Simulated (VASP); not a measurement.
# P in VASP: further runs, part 2 of 2

VASP 6.6.1. The steps go on from the part before.

### 3 Band structure, HSE06

Contents of POSCAR:

```
P                                       
1.0
    3.3024505770      0.0000000000      0.0000000000
    0.0000000000      4.3280911477      0.0000000000
    0.0000000000      0.0000000000     25.3727681600
  P             
     8
Direct
     1.0000000000000000    0.5790209307519741    0.3574607572485388
     0.5000000000000000    0.9209790692480259    0.3574607572485388
     0.5000000000000000    0.0783740101432068    0.4416788812404545
     1.0000000000000000    0.4216259898567932    0.4416788812404545
     0.5000000000000000    0.5783740101432069    0.5583211187595455
     1.0000000000000000    0.9216259898567931    0.5583211187595455
     1.0000000000000000    0.0790209307519742    0.6425392427514612
     0.5000000000000000    0.4209790692480258    0.6425392427514612
```

Contents of INCAR.step1:

```
SYSTEM = P
PREC = Accurate ; ENCUT = 520
EDIFF = 1E-5 ; ISMEAR = 0
SIGMA = 0.03 ; LREAL = .FALSE.
LASPH = .TRUE. ; NELM = 80
ALGO = Normal ; ISIF = 2
LWAVE = .TRUE. ; LCHARG = .FALSE.
LDIPOL = .TRUE. ; IDIPOL = 3
DIPOL = 0.5 0.5 0.500 ; NBANDS = 30
LVHAR = .TRUE. ; LVACPOTAV = .TRUE.
GGA = PE
```

Contents of INCAR.step2:

```
SYSTEM = P
PREC = Accurate ; ENCUT = 520
EDIFF = 1E-6 ; ISMEAR = 0
SIGMA = 0.03 ; LREAL = .FALSE.
LASPH = .TRUE. ; NELM = 80
ALGO = Normal ; ISIF = 2
LWAVE = .FALSE. ; LCHARG = .FALSE.
LDIPOL = .TRUE. ; IDIPOL = 3
DIPOL = 0.5 0.5 0.500 ; GGA = PE
LHFCALC = .TRUE. ; HFSCREEN = 0.2
PRECFOCK = Fast ; NBANDS = 30
LVHAR = .TRUE. ; LVACPOTAV = .TRUE.
ISTART = 1
```

Contents of KPOINTS:

```
regular mesh
0
G
  6 4 1
  0 0 0
```

Contents of KPOINTS_OPT:

```
explicit points
4
Reciprocal
 0.0000000000  0.0000000000  0.0000000000 1
 0.5000000000  0.0000000000  0.0000000000 1
 0.5000000000  0.5000000000  0.0000000000 1
 0.0000000000  0.5000000000  0.0000000000 1
```

Potentials or basis: VASP PAW PBE potentials, release 64 (P).

The run is started by

```sh
$ cat potpaw_PBE.64/P/POTCAR > POTCAR
$ cp INCAR.step1 INCAR
$ mpirun -np 4 vasp_std > vasp.out
$ cp INCAR.step2 INCAR
$ mpirun -np 4 vasp_std > vasp.out
```

OUTCAR:

```text
SYSTEM = P
   PREC = Accurate
   ENCUT = 520
   EDIFF = 1E-6
   ISMEAR = 0
   LREAL = .FALSE.
   LASPH = .TRUE.
   NELM = 80
   ISIF = 2
   GGA = PE
   LHFCALC = .TRUE.
   HFSCREEN = 0.2
   PRECFOCK = Fast
   ISTART = 1

 ion  position               nearest neighbor table
   1  0.000  0.579  0.357-   2 2.22   2 2.22   4 2.24
   2  0.500  0.921  0.357-   1 2.22   1 2.22   3 2.24
   3  0.500  0.078  0.442-   4 2.22   4 2.22   2 2.24
   4  0.000  0.422  0.442-   3 2.22   3 2.22   1 2.24
   5  0.500  0.578  0.558-   6 2.22   6 2.22   8 2.24
   6  0.000  0.922  0.558-   5 2.22   5 2.22   7 2.24
   7  0.000  0.079  0.643-   8 2.22   8 2.22   6 2.24
   8  0.500  0.421  0.643-   7 2.22   7 2.22   5 2.24

  LATTYP: Found a simple orthorhombic cell.
 ALAT       =     3.3024505770
 B/A-ratio  =     1.3105695443
 C/A-ratio  =     7.6830122263

  Lattice vectors:

 A1 = (   3.3024505770,   0.0000000000,   0.0000000000)
 A2 = (   0.0000000000,   4.3280911477,   0.0000000000)
 A3 = (   0.0000000000,   0.0000000000,  25.3727681600)

Analysis of symmetry for initial positions (statically):
=====================================================================
 Subroutine PRICEL returns:
 Original cell was already a primitive cell.

 Routine SETGRP: Setting up the symmetry group for a
 simple orthorhombic supercell.

 Subroutine GETGRP returns: Found  8 space group operations
 (whereof  2 operations were pure point group operations)
 out of a pool of  8 trial point group operations.

The static configuration has the point symmetry C_1h.
 The point group associated with its full space group is D_2h.

Analysis of symmetry for dynamics (positions and initial velocities):
=====================================================================
 Subroutine PRICEL returns:
[... 143 lines left out ...]
   HFSCREENC=   0.2000 screening length for correlation (either q_TF or 0.3 A-1)
   ENCUTFOCK=  -1.0 apply spherical cutoff to Coloumb kernel
   IVDW    =     0    specifies the selected vdW correction
   LEPSILON=     F    determine dielectric tensor
   LRPA    =     F    only Hartree local field effects (RPA)
 non-spin polarized calculation
 Gauss-broadening in eV      SIGMA  =   0.03
  energy-cutoff  :      520.00
  volume of cell :      362.66
 maximum number of plane-waves:      9808
 NGX is ok and might be reduce to    28
  NGX = 14; NGY = 18; NGZ =108

 number of electron      39.9999992 magnetization

 dipolmoment           0.000000      0.000000     -0.000000 electrons x Angstroem

 Free energy of the ion-electron system (eV)
  ---------------------------------------------------
  ext. energy  EPLUGINS =         0.00000000
  ---------------------------------------------------
  free energy    TOTEN  =       -51.51365145 eV

  energy without entropy =      -51.51365145  energy(sigma->0) =      -51.51365145

 E-fermi :   0.0252     XC(G=0):  -3.7302

 val. band max:       -0.1508376303   @ k =   0.0000   0.0000   0.0000
 cond. band min:       0.5884364706   @ k =   0.0000   0.0000   0.0000
 fundamental gap:      0.7392741008
 Fermi energy:         0.0251919821

 k-point     1 :       0.0000    0.0000    0.0000
  band No.  band energies     occupation
      1     -17.6830      2.00000
      2     -17.5001      2.00000
      3     -14.8517      2.00000
      4     -14.4223      2.00000
      5     -10.5877      2.00000
      6     -10.4815      2.00000
[... 409 lines left out ...]
     31       5.8195      0.00000
     32       5.8195      0.00000

------------------------ aborting loop because EDIFF is reached ----------------------------------------

  FORCE on cell =-STRESS in cart. coord.  units (eV):
  Direction    XX          YY          ZZ          XY          YZ          ZX
  --------------------------------------------------------------------------------------
  -------------------------------------------------------------------------------------
  Total        0.5907440      0.3669809     -1.0006145      0.0000000      0.0000000      0.0000000
  in kB        2.6098126      1.6212630     -4.4205551      0.0000000      0.0000000      0.0000000
  external PRESSURE =      -0.0631598 kB  Pullay stress =       0.0000000 kB

 VOLUME and BASIS-vectors are now :
 -----------------------------------------------------------------------------
  energy-cutoff  :      520.00
  volume of cell :      362.66
      direct lattice vectors                 reciprocal lattice vectors
     3.302450577  0.000000000  0.000000000     0.302805440  0.000000000  0.000000000
     0.000000000  4.328091148  0.000000000     0.000000000  0.231048739  0.000000000
     0.000000000  0.000000000 25.372768160     0.000000000  0.000000000  0.039412333

 POSITION                                       TOTAL-FORCE (eV/Angst)
 -----------------------------------------------------------------------------------
      0.00000      2.50606      9.06977        -0.000000      0.234819      0.211153
      1.65123      3.98608      9.06977         0.000000     -0.234819      0.211153
      1.65123      0.33921     11.20662         0.000000      0.248956     -0.353617
      0.00000      1.82484     11.20662         0.000000     -0.248956     -0.353617
      1.65123      2.50326     14.16615         0.000000      0.248956      0.353617
      0.00000      3.98888     14.16615         0.000000     -0.248956      0.353617
      0.00000      0.34201     16.30300         0.000000      0.234819     -0.211153
      1.65123      1.82204     16.30300         0.000000     -0.234819     -0.211153
 -----------------------------------------------------------------------------------
    total drift:                                0.000000      0.000002     -0.000000

  FREE ENERGIE OF THE ION-ELECTRON SYSTEM (eV)
  ---------------------------------------------------
  free  energy   TOTEN  =       -51.5136514516 eV

  energy  without entropy=      -51.5136514516  energy(sigma->0) =      -51.51365145

 vacuum level on the upper side and lower side of the slab         4.610         4.610
```

Run time: 16 min. Hardware: 4 MPI ranks of Intel Xeon Platinum 8488C (Sapphire Rapids), shared host; peak memory 0.47 GiB.

Results:

```yaml
Free_energy: -51.5137 eV
Largest_force: 0.432 eV/Å
Band_gap_on_the_k_mesh: 0.74 eV, direct
Band_gap_along_the_path: 0.74 eV, direct
Ionisation_potential_of_the_upper_face: 4.76 eV
```

Forces in eV/Å, atoms in the order of the input:
```
P    0.000  0.235  0.211
P    0.000 -0.235  0.211
P    0.000  0.249 -0.354
P    0.000 -0.249 -0.354
P    0.000  0.249  0.354
P    0.000 -0.249  0.354
P    0.000  0.235 -0.211
P    0.000 -0.235 -0.211
```

Levels at points of the mesh, in eV from the valence-band top:
| k point | band 16 | band 17 | band 18 | band 19 | band 20 | band 21 | band 22 | band 23 | band 24 | band 25 |
| --- | --- | --- | --- | --- | --- | --- | --- | --- | --- | --- |
| (0.00, 0.00, 0.00) | -2.66 | -2.46 | -2.44 | -1.08 | 0.00 | 0.74 | 1.44 | 1.48 | 1.81 | 2.95 |
| (0.50, 0.00, 0.00) | -3.63 | -3.06 | -3.06 | -2.61 | -2.61 | 1.44 | 1.44 | 1.55 | 1.55 | 1.78 |
| (0.00, 0.50, 0.00) | -3.38 | -1.55 | -1.55 | -1.27 | -1.27 | 2.25 | 2.25 | 2.32 | 2.32 | 3.49 |
| (0.50, 0.50, 0.00) | -5.86 | -2.26 | -2.26 | -2.26 | -2.26 | 2.70 | 2.70 | 2.70 | 2.70 | 5.09 |

Caveat: the PAW data sets were made with another functional, which shifts forces and pressure a little.

### 4 Phonons, PBE+D3(BJ)

Edit POSCAR of step 3 so:

```diff
@@ -1,2 +1,2 @@
-P                                       
+P
 1.0
@@ -5,3 +5,3 @@
     0.0000000000      0.0000000000     25.3727681600
-  P             
+  P
      8
```

Contents of INCAR.step1:

```
SYSTEM = P
PREC = Accurate
ENCUT = 600
EDIFF = 1E-8
ISMEAR = 0
SIGMA = 0.03
LREAL = .False.
LASPH = .True.
NELM = 80
ALGO = Normal
ISIF = 2
LWAVE = .False.
LCHARG = .False.
GGA = PE
IVDW = 12
LATTICE_CONSTRAINTS = .TRUE. .TRUE. .FALSE.
KPAR = 4
IBRION = 2
NSW = 40
EDIFFG = -0.002
```

Contents of INCAR.step2:

```
SYSTEM = P
PREC = Accurate
ENCUT = 600
EDIFF = 1E-8
ISMEAR = 0
SIGMA = 0.03
LREAL = .False.
LASPH = .True.
NELM = 80
ALGO = Normal
ISIF = 2
LWAVE = .False.
LCHARG = .False.
GGA = PE
IVDW = 12
LATTICE_CONSTRAINTS = .TRUE. .TRUE. .FALSE.
KPAR = 4
IBRION = 6
NFREE = 2
POTIM = 0.015
NSW = 1
```

Contents of KPOINTS:

```
regular mesh
0
Gamma
  10 8 1
  0 0 0
```

Potentials or basis: VASP PAW PBE potentials, release 64 (P).

The run is started by

```sh
$ cat potpaw_PBE.64/P/POTCAR > POTCAR
$ cp INCAR.step1 INCAR
$ mpirun -np 4 vasp_std > vasp.out
$ cp CONTCAR POSCAR
$ cp INCAR.step2 INCAR
$ mpirun -np 4 vasp_std > vasp.out
```

OUTCAR:

```text
SYSTEM = P
   PREC = Accurate
   ENCUT = 600
   EDIFF = 1E-8
   ISMEAR = 0
   LREAL = .False.
   LASPH = .True.
   NELM = 80
   ISIF = 2
   GGA = PE
   IVDW = 12
   IBRION = 6
   NFREE = 2
   POTIM = 0.015
   NSW = 1
 IVDW          = 12

 ion  position               nearest neighbor table
   1  0.000  0.579  0.357-   2 2.22   2 2.22   4 2.24
   2  0.500  0.921  0.357-   1 2.22   1 2.22   3 2.24
   3  0.500  0.078  0.442-   4 2.22   4 2.22   2 2.24
   4  0.000  0.422  0.442-   3 2.22   3 2.22   1 2.24
   5  0.500  0.578  0.558-   6 2.22   6 2.22   8 2.24
   6  0.000  0.922  0.558-   5 2.22   5 2.22   7 2.24
   7  0.000  0.079  0.643-   8 2.22   8 2.22   6 2.24
   8  0.500  0.421  0.643-   7 2.22   7 2.22   5 2.24

  LATTYP: Found a simple orthorhombic cell.
 ALAT       =     3.3024505770
 B/A-ratio  =     1.3105695443
 C/A-ratio  =     7.6830122263

  Lattice vectors:

 A1 = (   3.3024505770,   0.0000000000,   0.0000000000)
 A2 = (   0.0000000000,   4.3280911477,   0.0000000000)
 A3 = (   0.0000000000,   0.0000000000,  25.3727681600)

Analysis of symmetry for initial positions (statically):
=====================================================================
 Subroutine PRICEL returns:
 Original cell was already a primitive cell.

 Routine SETGRP: Setting up the symmetry group for a
 simple orthorhombic supercell.

 Subroutine GETGRP returns: Found  8 space group operations
 (whereof  2 operations were pure point group operations)
 out of a pool of  8 trial point group operations.

The static configuration has the point symmetry C_1h.
 The point group associated with its full space group is D_2h.

Analysis of symmetry for dynamics (positions and initial velocities):
=====================================================================
 Subroutine PRICEL returns:
 Original cell was already a primitive cell.

 Routine SETGRP: Setting up the symmetry group for a
 simple orthorhombic supercell.

 Subroutine GETGRP returns: Found  8 space group operations
 (whereof  2 operations were pure point group operations)
 out of a pool of  8 trial point group operations.

The dynamic configuration has the point symmetry C_1h.
 The point group associated with its full space group is D_2h.

 Subroutine INISYM returns: Found  8 space group operations
 (whereof  2 operations are pure point group operations),
 and found     1 'primitive' translations

----------------------------------------------------------------------------------------

                                     Primitive cell

  volume of cell :     362.6608

  direct lattice vectors                    reciprocal lattice vectors
     3.302450577  0.000000000  0.000000000     0.302805440  0.000000000  0.000000000
     0.000000000  4.328091148  0.000000000     0.000000000  0.231048739  0.000000000
     0.000000000  0.000000000 25.372768160     0.000000000  0.000000000  0.039412333

  length of vectors
     3.302450577  4.328091148 25.372768160     0.302805440  0.231048739  0.039412333
[... 127 lines left out ...]
  energy-cutoff  :      600.00
  volume of cell :      362.66
 maximum number of plane-waves:     12178
 NGX is ok and might be reduce to    28
   NGX = 13   NGY = 17   NGZ =101

--------------------------------------- Ionic step        1  -------------------------------------------

 number of electron      39.9999995 magnetization

 Free energy of the ion-electron system (eV)
  ---------------------------------------------------
  ext. energy  EPLUGINS =         0.00000000
  ---------------------------------------------------
  free energy    TOTEN  =       -42.84968874 eV

  energy without entropy =      -42.84968707  energy(sigma->0) =      -42.84968791

------------------------ aborting loop because EDIFF is reached ----------------------------------------

 Edisp (eV)   -2.52824

 E8    (eV) :    -0.9917
[... 123 lines left out ...]
  FREE ENERGIE OF THE ION-ELECTRON SYSTEM (eV)
  ---------------------------------------------------
  free  energy   TOTEN  =       -45.3766522125 eV

  energy  without entropy=      -45.3766505184  energy(sigma->0) =      -45.37665137

[... ionic steps 4 to 10 ...]

--------------------------------------- Ionic step       11  -------------------------------------------

 number of electron      39.9999995 magnetization

------------------------ aborting loop because EDIFF is reached ----------------------------------------
[... 87 lines left out ...]
--------------------------------------- Ionic step       13  -------------------------------------------

 number of electron      39.9999995 magnetization

 Free energy of the ion-electron system (eV)
  ---------------------------------------------------
  ext. energy  EPLUGINS =         0.00000000
  ---------------------------------------------------
  free energy    TOTEN  =       -42.84917566 eV

  energy without entropy =      -42.84917534  energy(sigma->0) =      -42.84917550

 E-fermi :   0.2737     XC(G=0):  -4.5084

 val. band max:        0.1932376543   @ k =   0.0000   0.0000   0.0000
 cond. band min:       0.3542456876   @ k =   0.0000   0.0000   0.0000
 fundamental gap:      0.1610080333
 Fermi energy:         0.2737417320

 k-point     1 :       0.0000    0.0000    0.0000
  band No.  band energies     occupation
      1     -15.6634      2.00000
      2     -15.4990      2.00000
      3     -13.0749      2.00000
      4     -12.6984      2.00000
      5      -9.2582      2.00000
      6      -9.1556      2.00000
[... 661 lines left out ...]
     24       2.2514      0.00000
     25       3.2530      0.00000

 [... further k-points ...]

------------------------ aborting loop because EDIFF is reached ----------------------------------------

 Edisp (eV)   -2.52763

 E8    (eV) :    -0.9915
[... 31 lines left out ...]
  FREE ENERGIE OF THE ION-ELECTRON SYSTEM (eV)
  ---------------------------------------------------
  free  energy   TOTEN  =       -45.3768062259 eV

  energy  without entropy=      -45.3768059103  energy(sigma->0) =      -45.37680607

 INTERNAL STRAIN TENSORS FROM DISPLACED ATOMS
 ============================================

 INTERNAL STRAIN TENSOR FOR ION    1 for displacements in x,y,z  (eV/Angst):
          X           Y           Z          XY          YZ          ZX
  --------------------------------------------------------------------------------
  x     0.00000    -0.00000     0.00000    12.29467    -0.00000     4.73085
  y     4.09534    14.15563    -2.89203     0.00000     5.87033     0.00000
  z     1.51628     2.10510    17.77320     0.00000     0.89613     0.00000

 INTERNAL STRAIN TENSOR FOR ION    8 for displacements in x,y,z  (eV/Angst):
          X           Y           Z          XY          YZ          ZX
  --------------------------------------------------------------------------------
  x     0.00000     0.00000    -0.00000   -12.29467     0.00000    -4.73085
  y    -4.09534   -14.15563     2.89203     0.00000    -5.87033     0.00000
  z    -1.51628    -2.10510   -17.77320     0.00000    -0.89613     0.00000

 Eigenvectors and eigenvalues of the dynamical matrix
 ----------------------------------------------------

   1 f  =   14.005277 THz    87.997752 2PiTHz  467.165763 cm-1    57.921147 meV
             X         Y         Z           dx          dy          dz
      0.000000  2.506055  9.069769     0.000000   -0.293303   -0.028903
      1.651225  3.986081  9.069769    -0.000000    0.293303   -0.028903
      1.651225  0.339210 11.206616    -0.000000    0.402641    0.031911
      0.000000  1.824836 11.206616     0.000000   -0.402641    0.031911
      1.651225  2.503255 14.166152    -0.000000    0.402641   -0.031911
      0.000000  3.988881 14.166152     0.000000   -0.402641   -0.031911
      0.000000  0.342010 16.302999     0.000000   -0.293303    0.028903
      1.651225  1.822036 16.302999    -0.000000    0.293303    0.028903
[... 243 lines left out ...]
  24 f/i=    0.002455 THz     0.015427 2PiTHz    0.081897 cm-1     0.010154 meV
             X         Y         Z           dx          dy          dz
      0.000000  2.506055  9.069769    -0.000000    0.353523   -0.000865
      1.651225  3.986081  9.069769    -0.000000    0.353523    0.000865
      1.651225  0.339210 11.206616    -0.000000    0.353581    0.000800
      0.000000  1.824836 11.206616    -0.000000    0.353581   -0.000800
      1.651225  2.503255 14.166152    -0.000000    0.353581   -0.000800
      0.000000  3.988881 14.166152    -0.000000    0.353581    0.000800
      0.000000  0.342010 16.302999    -0.000000    0.353523    0.000865
      1.651225  1.822036 16.302999    -0.000000    0.353523   -0.000865

 ELASTIC MODULI CONTR FROM IONIC RELAXATION (kBar)
 Direction    XX          YY          ZZ          XY          YZ          ZX
 --------------------------------------------------------------------------------
 XX         -40.4689   -116.5685    -61.4792     -0.0000     -0.0000      0.0000
 YY        -116.5685   -356.5378    -73.0137     -0.0000     -0.0000      0.0000
 ZZ         -61.4792    -73.0137   -729.8209     -0.0000      0.0000      0.0000
 XY          -0.0000     -0.0000     -0.0000   -248.8329      0.0000      0.0000
 YZ           0.0000      0.0000      0.0000      0.0000   -221.6239     -0.0000
 ZX           0.0000      0.0000      0.0000      0.0000     -0.0000   -205.4427
 --------------------------------------------------------------------------------
```

It took 18 min on 4 MPI ranks of Intel Xeon 6975P-C (Granite Rapids), shared host; peak memory 0.81 GiB.

Results:

```
Highest phonon frequency at Γ : 467 cm⁻¹
Dispersion energy per atom    : -0.316 eV
```

Phonon frequencies in cm⁻¹ (negative: imaginary):
```tsv
q point	frequencies
(0.000, 0.000, 0.000)	0 0 0 10 34 41 71 140 188 188 216 223 364 364 416 421 422 425 427 427 454 455 466 467
```

### 5 The runs side by side

| task | level | k mesh | cutoff (eV) | dipole correction | grid for exact exchange (PRECFOCK) | screening parameter | by perturbation theory | gap on the mesh (eV) | largest force (eV/Å) |
| --- | --- | --- | --- | --- | --- | --- | --- | --- | --- |
| band structure | PBE+D3(BJ) | 6 × 4 × 1 | 520 | yes | - | - | - | 0.14 | 0.04 |
| band structure | HSE06 | 6 × 4 × 1 | 520 | yes | Fast | 0.2 1/A | - | 0.74 | 0.43 |
| phonons | PBE+D3(BJ) | 10 × 8 × 1 | 600 | - | - | - | no | - | - |

Alike in all rows: potentials or basis VASP PAW PBE potentials, release 64 (P); no spin polarisation; cell as given; smearing gaussian 0.03 eV.

Caveats: the PAW data sets were made with another functional, which shifts forces and pressure a little (some runs).

Total energies depend on the potentials used, so only differences within one code and one set of settings carry meaning.
